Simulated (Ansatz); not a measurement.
# Selenium (omega (AlB2-type)) across density functionals

All rows: Ansatz, plane waves with scalar-relativistic PAW, 420 eV (500 eV for the SCAN forms), relaxed under each functional, no dispersion correction, no zero-point motion. B₀ comes from uniform scaling at fixed shape; a dash is a value not given.

```tsv
functional	V (Å³/atom)	cell	B₀ (GPa)	magnetic state	ΔE to trigonal (grey) selenium (meV/atom)
PBE	21.25	a = 4.699 Å, c = 3.334 Å (c/a = 0.709)	67	spin not included	609
LDA	19.41	a = 4.654 Å, c = 3.105 Å (c/a = 0.667)	87	spin not included	486
revPBE	21.86	a = 4.707 Å, c = 3.418 Å (c/a = 0.726)	62	spin not included	741
RPBE	22.13	a = 4.710 Å, c = 3.456 Å (c/a = 0.734)	59	spin not included	782
```

Question: What does PBEsol give?

Answer: V (Å³/atom): 19.78; cell: a = 4.676 Å, c = 3.133 Å (c/a = 0.670); B₀ (GPa): 82; magnetic state: spin not included; ΔE to trigonal (grey) selenium (meV/atom): 500.
